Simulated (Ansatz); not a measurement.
Sc:

```
Sc
1.0
    -2.00168    1.96521    1.81529
     1.91710   -1.89426    1.64167
     1.93748    1.83005   -1.73609
Sc
1
Direct
  0.00306 0.00531 0.99425
```

The cell isn't the ideal one: cell strained at random at fixed volume.

Below is the output of Ansatz 0.2.0 for this cell. Logs are shortened: lines on timing, memory, paths and dates and some standing lists are left out, and cuts for length are marked.

```text
Warning: RAYON_NUM_THREADS=1 ignored (pool sized by the plan → 1); use --threads N
Engine: ansatz 0.2.0, aarch64-unknown-linux-gnu
Pseudopotentials: kind: paw
Pseudopotential: Sc, paw, valence charge 11, recommended cutoff 420 eV (normal), Sc.paw.azcp
Functional definition: PBE
  parameter kappa = 0.804
  parameter beta = 0.06672455060314922
  exchange = pbe_x(kappa = kappa, mu = beta*pi^2/3)
  correlation = pbe_c(beta = beta)
Crystal: 1 atoms, lattice volume = 25.253 Å³
Basis set: ecut = 420 eV, 501 PW (Γ), exchange–correlation on 48×48×48 points (8 copies of the dense FFT grid, shifted against one another)
Bands: 10, of which v1, the nominal top of the filled ones, is band 6 counted from 1 (5 counted from 0)
Symmetry: 2 space group operations
Space group: P-1 (ITA 2), of the structure as read, at distance tolerance 2.9e-5 Å
k-points: 504 of 1000
Non-local potential: Sc, projectors of the file, l = 0: 3, l = 1: 2, l = 2: 3, l = 3: 1
PAW form: soft (Blöchl's): semilocal exchange-correlation on the pseudo side does not see the compensation charge
PAW one-centre angular grid: Sc, 590 points (default); XC on 64 Gauss nodes
Initial density: superposition of atomic densities (neutral atoms: chi_scale 0, normalization atom), corrected by the library's trained network
Initial wavefunctions: pseudopotential atomic-orbital guess
Functional: x = pbe(κ = 0.804, μ = 0.2195149727645171), c = pbe(β = 0.06672455060314922)
SCF iter   1: F=—  HF=-2135.699377 eV  |F-HF|=—  |Δ(HF+E_count)|=         —  Δρ=1.86e-3  dr2=7.87e-4  ethr=1.77e-3  ⟨swp⟩=4.1  Hψ=26242  notcnv=0
preconditioner: auto → none  [metal: Δε(μ)=0.002 eV  Ē_g=3.755 eV  σ=0.050 eV  W_gap=0.01  n_scr=4 (ndim 8)  ℏωp=12.8 eV  f_vac=0.000  D(μ)=2.54/eV (n_scr^D=36)  sad-step TF]
SCF iter   2: F=—  HF=-2135.698932 eV  |F-HF|=—  |Δ(HF+E_count)|=   4.45e-4  Δρ=1.08e-3  dr2=2.88e-4  ethr=7.16e-6  ⟨swp⟩=1.2  Hψ=9330  notcnv=0
SCF iter   3: F=—  HF=-2135.698915 eV  |F-HF|=—  |Δ(HF+E_count)|=   1.71e-5  Δρ=1.64e-4  dr2=7.25e-6  ethr=2.62e-6  ⟨swp⟩=2.1  Hψ=6655  notcnv=0
SCF iter   4: F=—  HF=-2135.698914 eV  |F-HF|=—  |Δ(HF+E_count)|=   2.94e-7  Δρ=6.96e-5  dr2=1.35e-6  ethr=6.59e-8  ⟨swp⟩=2.2  Hψ=7744  notcnv=0
iter 5 did not close the SCF: its close was put off for the readings that it lacked (scf_convergence_deferred on its scf_iter line)
SCF iter   5: F=-2135.698914 eV  HF=-2135.698914 eV  |F-HF|=4.65e-10  |Δ(HF+E_count)|=   3.61e-7  Δρ=1.17e-5  dr2=2.87e-8  ethr=1.23e-8  ⟨swp⟩=2.7  Hψ=8220  notcnv=0
SCF iter   6: F=-2135.698914 eV  HF=-2135.698914 eV  |F-HF|=5.83e-10  |Δ(HF+E_count)|=   4.69e-9  Δρ=2.62e-6  dr2=1.06e-9  ethr=2.61e-10  ⟨swp⟩=4.3  Hψ=21668  notcnv=0
SCF 1 converged in 6 iterations: F = -2135.698914 eV  dr2 = 1.06e-9
  greatest PAW one-centre occupation: 0.998 electrons in one spin orbital (limit 2), on the Sc atom at site 0 (counted from 0), in its partial waves of l = 0
SCF converged after 6 iterations
Free energy (F): -2135.698914 eV
Harris-Foulkes:  -2135.698914 eV  (|F-HF|=5.83e-10)
Internal energy: -2135.677853 eV  (E = F + TS)
E sigma→0 (E₀):  -2135.688383 eV
Entropy (-TS):   -0.021061 eV (-21.061 meV/atom)
Fermi energy:    9.083580 eV
--- Per-component energies (eV) ---
  E_band       = -172.603254
  E_kinetic    = 259.824108
  E_local      = -853.492785  (includes V_loc(G=0)·N_el)
  E_nonlocal   = 83.142772
  E_hartree    = 291.185271
  E_xc         = -103.863438
  E_vxc        = -128.515460  (∫ρ·V_xc dr)
  E_paw        = -955.417062  (= ΣΔE_a)
  E_vpaw       = -115.932572  (= ΣTr[D̂ρ^β])
  E_aug_tail   = 0.000010  (compensation charges beyond the density's cutoff)
  E_ewald      = -857.056729
  E_smearing   = -0.021061  (= −TS)
  E_closure    = -0.000000  (closes the sum)
  Σ components = -2135.698914   (vs F -2135.698914, Δ=0.00e0)
--- Forces (eV/Å), atoms counted from 1 ---
  atom   1  Sc     0.00000000     0.00000000     0.00000000
  max |Σ_I F_I| component: 0.00e0 eV/Å
--- Stress (GPa, compression-positive) ---
       -0.862689       1.074587       1.378348
        1.074587      -1.416191      -1.118903
        1.378348      -1.118904      -0.189752
  P = ⅓ Tr σ = -0.8229 GPa (-8.229 kbar)
--- Band table (eV; the first three rows and the last of 504) ---
  k-point 0: bands = ["-40.5544", "-18.9881", "-18.9684", "-18.9522", "3.9142", "10.0331", "10.5996", "10.9449", "11.5281", "12.2078"]
  k-point 1: bands = ["-40.5487", "-19.0070", "-18.9863", "-18.9630", "4.1653", "10.0485", "10.7527", "10.8410", "11.3854", "12.1592"]
  k-point 2: bands = ["-40.5338", "-19.1071", "-18.9910", "-18.9815", "4.8761", "9.9608", "10.4499", "11.2208", "11.3147", "12.0534"]
  k-point 503: bands = ["-40.4557", "-19.2797", "-19.2573", "-19.1317", "7.8156", "8.0372", "12.5687", "12.9233", "13.0544", "14.2250"]
```

Write the input and the command behind it.

Single point with PBE, no spin polarisation. The files as run (others can give the same):

input.yaml
```yaml
crystal:
  lattice:
    - [-2.001683, 1.965208, 1.815285]
    - [1.917097, -1.894255, 1.641669]
    - [1.93748, 1.830052, -1.736085]
  atoms:
    - { symbol: Sc, position: [0.00306, 0.00531, -0.005749] }
hamiltonian:
  xc: pbe
  pseudopotentials: { kind: paw }
kpoints:
  mp_grid: { grid: [10, 10, 10] }
scf:
  occupations: { method: fermi_dirac, width: 0.05 }
output:
  forces: true
  stress: true
  eigenvalues: true
  write_density: true
  write_potential: true
  elf: true
  volumetric_format: npy
```

Potentials or basis: Ansatz PAW.
Run with:
```console
$ ansatz run input.yaml --threads 1 --pin off --max-ram 2560MiB --backend cpu --events-out ev --progress --plain --runs-dir out
```
